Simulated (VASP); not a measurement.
# CdSe (F-43m) in VASP: notebook

The runs below take CdSe through phonons, band structure, with r2SCAN, PBE, LDA.

All numbers are computed with VASP 6.6.1; they aren't measurements. Logs are shortened: lines on timing, memory, paths and dates and some standing lists are left out, and cuts for length are marked.

### Step 1. The structure

The structure is cubic, space group F-43m (No. 216). Conventional cell: a = 6.141 Å, b = 6.141 Å, c = 6.141 Å, α = 90.00°, β = 90.00°, γ = 90.00°. Around Cd (site symmetry -43m) lie 4 Se at 2.66 Å. Se (site symmetry -43m) has 4 Cd at 2.66 Å as nearest neighbours.

Measurements of this composition are mostly on another form, of space group No. 186.

### Step 2. Phonons, r2SCAN

Input file POSCAR:

```
CdSe
1.0
    0.0000000000      3.0702711986      3.0702711986
    3.0702711986      0.0000000000      3.0702711986
    3.0702711986      3.0702711986      0.0000000000
  Cd              Se
     1     1
Direct
     0.0000000000000000    0.0000000000000000    0.0000000000000000
     0.7500000000000000    0.7500000000000000    0.7500000000000000
```

Input file INCAR.step1:

```
SYSTEM = CdSe
  PREC = Accurate
  ENCUT = 600
  EDIFF = 1E-8
  ISMEAR = 0
  SIGMA = 0.03
  LREAL = .False.
  LASPH = .True.
  NELM = 80
  ALGO = Normal
  ISIF = 3
  LWAVE = .False.
  LCHARG = .False.
  METAGGA = R2SCAN
  LMIXTAU = .True.
  IBRION = 2
  NSW = 40
  EDIFFG = -0.002
```

Input file INCAR.step2:

```
SYSTEM = CdSe
  PREC = Accurate
  ENCUT = 600
  EDIFF = 1E-8
  ISMEAR = 0
  SIGMA = 0.03
  LREAL = .False.
  LASPH = .True.
  NELM = 80
  ALGO = Normal
  ISIF = 2
  LWAVE = .False.
  LCHARG = .False.
  METAGGA = R2SCAN
  LMIXTAU = .True.
  IBRION = 6
  NFREE = 2
  POTIM = 0.015
  NSW = 1
```

Input file KPOINTS:

```
regular mesh
0
Gamma
  8 8 8
  0 0 0
```

Potentials or basis: VASP PAW PBE potentials, release 64 (Cd, Se).

The run is started by

```sh
$ cat potpaw_PBE.64/Cd/POTCAR potpaw_PBE.64/Se/POTCAR > POTCAR
$ cp INCAR.step1 INCAR
$ mpirun -np 1 vasp_std > vasp.out
$ cp CONTCAR POSCAR
$ cp INCAR.step2 INCAR
$ mpirun -np 1 vasp_std > vasp.out
```

OUTCAR:

```text
SYSTEM = CdSe
   PREC = Accurate
   ENCUT = 600
   EDIFF = 1E-8
   ISMEAR = 0
   LREAL = .False.
   LASPH = .True.
   NELM = 80
   ISIF = 2
   METAGGA = R2SCAN
   IBRION = 6
   NFREE = 2
   POTIM = 0.015
   NSW = 1

 ion  position               nearest neighbor table
   1  0.000  0.000  0.000-   2 2.66   2 2.66   2 2.66   2 2.66
   2  0.750  0.750  0.750-   1 2.66   1 2.66   1 2.66   1 2.66

  LATTYP: Found a face centered cubic cell.
 ALAT       =     6.1411609972

  Lattice vectors:

 A1 = (   0.0000000000,   3.0705804986,   3.0705804986)
 A2 = (   3.0705804986,   0.0000000000,   3.0705804986)
 A3 = (   3.0705804986,   3.0705804986,   0.0000000000)

Analysis of symmetry for initial positions (statically):
=====================================================================
 Subroutine PRICEL returns:
 Original cell was already a primitive cell.

 Routine SETGRP: Setting up the symmetry group for a
 face centered cubic supercell.

 Subroutine GETGRP returns: Found 24 space group operations
 (whereof 24 operations were pure point group operations)
 out of a pool of 48 trial point group operations.

The static configuration has the point symmetry T_d .

Analysis of symmetry for dynamics (positions and initial velocities):
=====================================================================
 Subroutine PRICEL returns:
 Original cell was already a primitive cell.

 Routine SETGRP: Setting up the symmetry group for a
 face centered cubic supercell.

 Subroutine GETGRP returns: Found 24 space group operations
 (whereof 24 operations were pure point group operations)
 out of a pool of 48 trial point group operations.

The dynamic configuration has the point symmetry T_d .

 Subroutine INISYM returns: Found 24 space group operations
 (whereof 24 operations are pure point group operations),
 and found     1 'primitive' translations

----------------------------------------------------------------------------------------

                                     Primitive cell

  volume of cell :      57.9017

  direct lattice vectors                    reciprocal lattice vectors
     0.000000000  3.070580499  3.070580499    -0.162835659  0.162835659  0.162835659
     3.070580499  0.000000000  3.070580499     0.162835659 -0.162835659  0.162835659
     3.070580499  3.070580499  0.000000000     0.162835659  0.162835659 -0.162835659

  length of vectors
     4.342456585  4.342456585  4.342456585     0.282039635  0.282039635  0.282039635

  position of ions in fractional coordinates (direct lattice)
     0.000000000  0.000000000  0.000000000
     0.750000000  0.750000000  0.750000000

  ion indices of the primitive-cell ions
   primitive index   ion index
                 1           1
                 2           2

----------------------------------------------------------------------------------------

 KPOINTS: regular mesh

Automatic generation of k-mesh.
 Grid dimensions read from file:
 generate k-points for:    8    8    8

 Generating k-lattice:

  Cartesian coordinates                     Fractional coordinates (reciprocal lattice)
    -0.020354457  0.020354457  0.020354457     0.125000000  0.000000000  0.000000000
     0.020354457 -0.020354457  0.020354457     0.000000000  0.125000000  0.000000000
     0.020354457  0.020354457 -0.020354457     0.000000000  0.000000000  0.125000000

  Length of vectors
[... 58 lines left out ...]
   NSW    =     61    number of steps for IOM
   IBRION =      6    ionic relax: 0-MD 1-quasi-New 2-CG
   NFREE  =      2    steps in history (QN), initial steepest desc. (CG)
   ISIF   =      2    stress and relaxation
   ISYM   =      2    0-nonsym 1-usesym 2-fastsym
   POTIM  = 0.0150    time-step for ionic-motion
   TEBEG  =    0.0;   TEEND  =   0.0 temperature during run
   PSTRESS=    0.0 pullay stress
   NELECT =      18.0000    total number of electrons
   NUPDOWN=      -1.0000    fix difference up-down
   EMIN   =  10.00;   EMAX   =-10.00  energy-range for DOS
   EFERMI =   0.00;   METHOD = LEGACY
   ISMEAR =     0;   SIGMA  =   0.03  broadening in eV -4-tet -1-fermi 0-gaus
   EFERMI_NEDOS =   21; number of points for ismear=-14 and -15
   IALGO  =     38    algorithm
   IMIX   =      4    mixing-type and parameters
     AMIX     =   0.40;   BMIX     =  1.00
     AMIX_MAG =   1.60;   BMIX_MAG =  1.00
  volume/ion in A,a.u.               =      28.95       195.37
  Fermi-wavevector in a.u.,A,eV,Ry     =   1.109009  2.095724 16.733827  1.229902
  Thomas-Fermi vector in A             =   2.245544
   LORBIT       =      0    0 simple, 1 ext, 2 COOP (PROOUT), +10 PAW based schemes
   METAGGA = R2SCAN    functional components
   LHFCALC =     F    Hartree Fock is set to
   AEXX    =    0.0000 exact exchange contribution
   IVDW    =     0    specifies the selected vdW correction
   LEPSILON=     F    determine dielectric tensor
   LRPA    =     F    only Hartree local field effects (RPA)
 finite differences with symmetry
 non-spin polarized calculation
 Gauss-broadening in eV      SIGMA  =   0.03
  energy-cutoff  :      600.00
  volume of cell :       57.90
 maximum number of plane-waves:      1964
   NGX = 17   NGY = 17   NGZ = 17

--------------------------------------- Ionic step        1  -------------------------------------------

 number of electron      17.9999997 magnetization

 Free energy of the ion-electron system (eV)
  ---------------------------------------------------
  ext. energy  EPLUGINS =         0.00000000
  ---------------------------------------------------
  free energy    TOTEN  =       -35.91643694 eV

  energy without entropy =      -35.91643694  energy(sigma->0) =      -35.91643694

------------------------ aborting loop because EDIFF is reached ----------------------------------------

  FORCE on cell =-STRESS in cart. coord.  units (eV):
  Direction    XX          YY          ZZ          XY          YZ          ZX
  --------------------------------------------------------------------------------------
  -------------------------------------------------------------------------------------
  Total       -0.0014648     -0.0014648     -0.0014648     -0.0000000      0.0000000     -0.0000000
  in kB       -0.0405313     -0.0405313     -0.0405313     -0.0000000      0.0000000     -0.0000000
  external PRESSURE =      -0.0405313 kB  Pullay stress =       0.0000000 kB
[... 131 lines left out ...]
--------------------------------------- Ionic step        5  -------------------------------------------

 number of electron      17.9999997 magnetization

 Free energy of the ion-electron system (eV)
  ---------------------------------------------------
  ext. energy  EPLUGINS =         0.00000000
  ---------------------------------------------------
  free energy    TOTEN  =       -35.91592309 eV

  energy without entropy =      -35.91592309  energy(sigma->0) =      -35.91592309

 E-fermi :   0.6012     XC(G=0):  -9.2900

 val. band max:        0.4249389568   @ k =   0.0000   0.0000   0.0000
 cond. band min:       1.4383835411   @ k =   0.0000   0.0000   0.0000
 fundamental gap:      1.0134445842
 Fermi energy:         0.6011629218

 k-point     1 :       0.0000    0.0000    0.0000
  band No.  band energies     occupation
      1     -12.4395      2.00000
      2      -7.6662      2.00000
      3      -7.6580      2.00000
      4      -7.6501      2.00000
      5      -7.2886      2.00000
      6      -7.2886      2.00000
      7       0.4085      2.00000
      8       0.4172      2.00000
      9       0.4249      2.00000
     10       1.4384      0.00000
     11       6.8820      0.00000
     12       6.8891      0.00000
     13       6.8971      0.00000
[... 354 lines left out ...]
  band No.  band energies     occupation
      1     -12.0303      2.00000
      2      -7.5303      2.00000
      3      -7.5114      2.00000
      4      -7.3054      2.00000
      5      -7.2726      2.00000
      6      -6.9226      2.00000
      7      -3.5696      2.00000
      8      -1.4797      2.00000
      9      -0.7623      2.00000
     10       4.6706      0.00000
     11       6.2246      0.00000
     12       7.7013      0.00000
     13       8.8687      0.00000

 [... further k-points ...]
[... 5 lines left out ...]
  --------------------------------------------------------------------------------------
  -------------------------------------------------------------------------------------
  Total       -0.0010956      0.0007193      0.0007193      0.0000000     -0.0889932      0.0000000
  in kB       -0.0303146      0.0199031      0.0199031      0.0000000     -2.4624993      0.0000000
  external PRESSURE =       0.0031638 kB  Pullay stress =       0.0000000 kB
[... 17 lines left out ...]
  FREE ENERGIE OF THE ION-ELECTRON SYSTEM (eV)
  ---------------------------------------------------
  free  energy   TOTEN  =       -35.9159230921 eV

  energy  without entropy=      -35.9159230921  energy(sigma->0) =      -35.91592309

 INTERNAL STRAIN TENSORS FROM DISPLACED ATOMS
 ============================================

 INTERNAL STRAIN TENSOR FOR ION    1 for displacements in x,y,z  (eV/Angst):
          X           Y           Z          XY          YZ          ZX
  --------------------------------------------------------------------------------
  x     0.00000     0.00000     0.00000     0.00000    -5.93865     0.00000
  y     0.00000     0.00000     0.00000     0.00000     0.00000    -5.93865
  z     0.00000     0.00000     0.00000    -5.93865     0.00000     0.00000

 INTERNAL STRAIN TENSOR FOR ION    2 for displacements in x,y,z  (eV/Angst):
          X           Y           Z          XY          YZ          ZX
  --------------------------------------------------------------------------------
  x    -0.00000    -0.00000    -0.00000     0.00000     5.93362     0.00000
  y    -0.00000    -0.00000    -0.00000     0.00000     0.00000     5.93362
  z    -0.00000    -0.00000    -0.00000     5.93362     0.00000     0.00000

 Eigenvectors and eigenvalues of the dynamical matrix
 ----------------------------------------------------

   1 f  =    4.900996 THz    30.793867 2PiTHz  163.479633 cm-1    20.268882 meV
             X         Y         Z           dx          dy          dz
      0.000000  0.000000  0.000000     0.577365    0.280732   -0.000000
      4.605871  4.605871  4.605871    -0.689519   -0.335265   -0.000000
[... 21 lines left out ...]
   6 f/i=    0.002193 THz     0.013780 2PiTHz    0.073155 cm-1     0.009070 meV
             X         Y         Z           dx          dy          dz
      0.000000  0.000000  0.000000    -0.000232   -0.061565   -0.764231
      4.605871  4.605871  4.605871    -0.000194   -0.051551   -0.639925

 ELASTIC MODULI CONTR FROM IONIC RELAXATION (kBar)
 Direction    XX          YY          ZZ          XY          YZ          ZX
 --------------------------------------------------------------------------------
 XX          -0.0000     -0.0000     -0.0000      0.0000      0.0000      0.0000
 YY          -0.0000     -0.0000     -0.0000      0.0000      0.0000      0.0000
 ZZ          -0.0000     -0.0000     -0.0000      0.0000      0.0000      0.0000
 XY           0.0000      0.0000      0.0000   -213.9383      0.0000      0.0000
 YZ           0.0000      0.0000      0.0000      0.0000   -213.9383      0.0000
 ZX           0.0000      0.0000      0.0000      0.0000      0.0000   -213.9383
 --------------------------------------------------------------------------------
```

It took 11 min on 1 thread of Intel Xeon 6975P-C (Granite Rapids), shared host; peak memory 0.33 GiB.

What came out:

```yaml
Highest_phonon_frequency_at_Γ_LO-TO_splitting_left_out: 163 cm⁻¹
```

Phonon frequencies in cm⁻¹ (negative: imaginary):
```csv
q point,frequencies
"(0.000, 0.000, 0.000)",0 0 0 163 163 163
```

Caveat: the PAW data sets were made with another functional, which shifts forces and pressure a little.

### Step 3. Band structure, PBE

This run uses another cell than the first one, of 28.27 Å³/atom, 0.977 times its volume.

Input file INCAR:

```
SYSTEM = CdSe
PREC = Accurate ; ENCUT = 520
EDIFF = 1E-7 ; ISMEAR = 0
SIGMA = 0.03 ; LREAL = .FALSE.
LASPH = .TRUE. ; NELM = 80
ALGO = Normal ; ISIF = 2
LWAVE = .FALSE. ; LCHARG = .FALSE.
GGA = PE ; NBANDS = 16
```

Input file KPOINTS:

```
regular mesh
0
G
  8 8 8
  0 0 0
```

Input file POSCAR:

```
CdSe                                    
1.0
    0.0000000000      3.0462087289      3.0462087289
    3.0462087289      0.0000000000      3.0462087289
    3.0462087289      3.0462087289      0.0000000000
  Cd              Se            
     1     1
Direct
     0.0000000000000000    0.0000000000000000    0.0000000000000000
     0.7500000000000000    0.7500000000000000    0.7500000000000000
```

Input file KPOINTS_OPT:

```
explicit points
202
Reciprocal
 0.0000000000  0.0000000000  0.0000000000 1
 0.0555555556  0.0000000000  0.0555555556 1
 0.1111111111  0.0000000000  0.1111111111 1
 0.1666666667  0.0000000000  0.1666666667 1
 0.2222222222  0.0000000000  0.2222222222 1
 0.2777777778  0.0000000000  0.2777777778 1
[... 194 lines left out ...]
 0.5120934400  0.0241868800  0.5120934400 1
 0.4879065600 -0.0241868800  0.4879065600 1
```

Potentials or basis: VASP PAW PBE potentials, release 64 (Cd, Se).

The run is started by

```sh
$ cat potpaw_PBE.64/Cd/POTCAR potpaw_PBE.64/Se/POTCAR > POTCAR
$ mpirun -np 1 vasp_std > vasp.out
```

Wall time 70 s (1 thread of Intel Xeon Platinum 8259CL at 2.50GHz (Skylake/Cascade Lake), shared host); peak memory 0.19 GiB.

Results (log left out):

```
Free energy             : -5.4719 eV
Pressure                : 2.9 GPa
Band gap on the k mesh  : 0.60 eV, direct
Band gap along the path : 0.60 eV, direct
```

Levels at the corners of the path, in eV from the valence-band top:
```
point  band 5  band 6  band 7  band 8  band 9  band 10  band 11  band 12  band 13  band 14
    Γ   -7.55   -7.55    0.00    0.00    0.00     0.60     5.94     5.94     5.94     9.77
    X   -7.49   -7.19   -4.06   -1.84   -1.84     3.15     3.75     9.09    10.19    10.19
    X   -7.49   -7.19   -4.06   -1.84   -1.84     3.15     3.75     9.09    10.19    10.19
    W   -7.54   -7.07   -3.96   -2.22   -2.19     5.02     5.22     6.47     7.60    10.49
    W   -7.54   -7.07   -3.96   -2.22   -2.19     5.02     5.22     6.47     7.60    10.49
    K   -7.52   -7.11   -3.99   -2.50   -1.50     3.71     5.15     8.26     8.60     8.67
    K   -7.52   -7.11   -3.99   -2.50   -1.50     3.71     5.15     8.26     8.60     8.67
    Γ   -7.55   -7.55    0.00    0.00    0.00     0.60     5.94     5.94     5.94     9.77
    Γ   -7.55   -7.55    0.00    0.00    0.00     0.60     5.94     5.94     5.94     9.77
    L   -7.53   -7.26   -4.36   -0.74   -0.74     2.39     6.44     6.44     7.41    10.04
    L   -7.53   -7.26   -4.36   -0.74   -0.74     2.39     6.44     6.44     7.41    10.04
    U   -7.52   -7.11   -3.99   -2.50   -1.50     3.71     5.15     8.26     8.60     8.67
    U   -7.52   -7.11   -3.99   -2.50   -1.50     3.71     5.15     8.26     8.60     8.67
    W   -7.54   -7.07   -3.96   -2.22   -2.19     5.02     5.22     6.47     7.60    10.49
    W   -7.54   -7.07   -3.96   -2.22   -2.19     5.02     5.22     6.47     7.60    10.49
    L   -7.53   -7.26   -4.36   -0.74   -0.74     2.39     6.44     6.44     7.41    10.04
    L   -7.53   -7.26   -4.36   -0.74   -0.74     2.39     6.44     6.44     7.41    10.04
    K   -7.52   -7.11   -3.99   -2.50   -1.50     3.71     5.15     8.26     8.60     8.67
    U   -7.52   -7.11   -3.99   -2.50   -1.50     3.71     5.15     8.26     8.60     8.67
    X   -7.49   -7.19   -4.06   -1.84   -1.84     3.15     3.75     9.09    10.19    10.19
```

(Continued in part 2 of 3.)
